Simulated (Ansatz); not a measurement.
# MgH2 (fluorite type): how the settings move a single-point run

Aim: see which settings change the result for MgH2 (fluorite type), by how much, and at what cost.

Computed with Ansatz 0.2.0 (reference: DFT, PBE, PAW with Ansatz's default frozen-core files, scalar-relativistic, unless a step's input says otherwise).

**1. The system as given**

Symmetry: Fm-3m, No. 225, cubic system. The conventional cell has a = 4.757 Å, b = 4.757 Å, c = 4.757 Å, α = 90.00°, β = 90.00°, γ = 90.00°. Mg (site symmetry m-3m) is surrounded by 8 H at 2.06 Å. H (site symmetry -43m) has 4 Mg at 2.06 Å as nearest neighbours.

Coordinates:

```
Mg H
1.0
     0.00000    2.37871    2.37871
     2.37871    0.00000    2.37871
     2.37871    2.37871    0.00000
Mg H
1 2
Direct
  0.00000 0.00000 0.00000
  0.25000 0.25000 0.25000
  0.75000 0.75000 0.75000
```

**2. Reference**

Input file input.yaml:

```yaml
crystal:
  lattice:
    - [0.0, 2.378705198, 2.378705198]
    - [2.378705198, 0.0, 2.378705198]
    - [2.378705198, 2.378705198, 0.0]
  atoms:
    - { symbol: Mg, position: [0.0, 0.0, 0.0] }
    - { symbol: H, position: [0.25, 0.25, 0.25] }
    - { symbol: H, position: [0.75, 0.75, 0.75] }
kpoints:
  mp_grid: { grid: [14, 14, 14] }
  band_path:
    path:
      - [0.0, 0.0, 0.0]
      - [0.5, 0.0, 0.5]
      - [0.625, 0.25, 0.625]
      - [0.375, 0.375, 0.75]
      - [0.0, 0.0, 0.0]
      - [0.5, 0.5, 0.5]
      - [0.5, 0.25, 0.75]
      - [0.5, 0.0, 0.5]
    npoints: 14
scf:
  occupations: { method: fermi_dirac, width: 0.05 }
hamiltonian:
  xc: pbe
  pseudopotentials: { kind: paw }
output:
  forces: true
  stress: true
  eigenvalues: true
  efg: { contact_densities: true }
  populations: true
  bader: true
  dos: { projected: true, de: 0.2, e_range: [-14, 8] }
  write_density: true
  write_potential: true
  elf: true
  volumetric_format: npy
```

Run with:

```sh
> ansatz run input.yaml --threads 1 --pin off --max-ram 4096MiB --backend cpu --events-out ev --progress --plain --runs-dir out
```

**3. Changed: mp_grid.grid [18, 18, 18], mp_grid.shift [0.5, 0.5, 0.5]**

Edit input.yaml of step 2 so:

```diff
@@ -10,3 +10,3 @@
 kpoints:
-  mp_grid: { grid: [14, 14, 14] }
+  mp_grid: { grid: [18, 18, 18], shift: [0.5, 0.5, 0.5] }
   band_path:
@@ -33,7 +33 @@
   populations: true
-  bader: true
-  dos: { projected: true, de: 0.2, e_range: [-14, 8] }
-  write_density: true
-  write_potential: true
-  elf: true
-  volumetric_format: npy
```

Q: Predict the outcome of this session. Wanted: for each run, ending; energy change; pressure; gap; force.

As calculated:

| run | ending | energy change | pressure (GPa) | gap (eV) | force (eV/Å) | cycles | time |
| --- | --- | --- | --- | --- | --- | --- | --- |
| reference | converged | 0 | 0.0 | 0.00 | 0.00 | 6 | 8.8 s |
| 1: mp_grid.grid [18, 18, 18], mp_grid.shift [0.5, 0.5, 0.5] | converged | +0.1 meV/atom | 0.0 | 0.00 | 0.00 | 6 | 5.7 s |

Times don't compare one to one where runs were asked for different outputs or read a saved state (see the inputs); cycles may leave out searches for a lower state.

Residual by cycle in the longest SCF loop of each run; runs are numbered as in the table. The quantity is the density residual dr2, in eV.

| cycle | reference | run 1 |
| --- | --- | --- |
| 1 | 0.00404 | 0.00434 |
| 2 | 0.00136 | 0.00144 |
| 3 | 6.6e-6 | 6.9e-6 |
| 4 | 5.4e-8 | 6.5e-8 |
| 5 | 4.9e-9 | 4.9e-9 |
| 6 | 1.7e-10 | 2.2e-10 |

What this shows: Changing the k-point mesh leaves the energy as it was (+0.1 meV/atom).
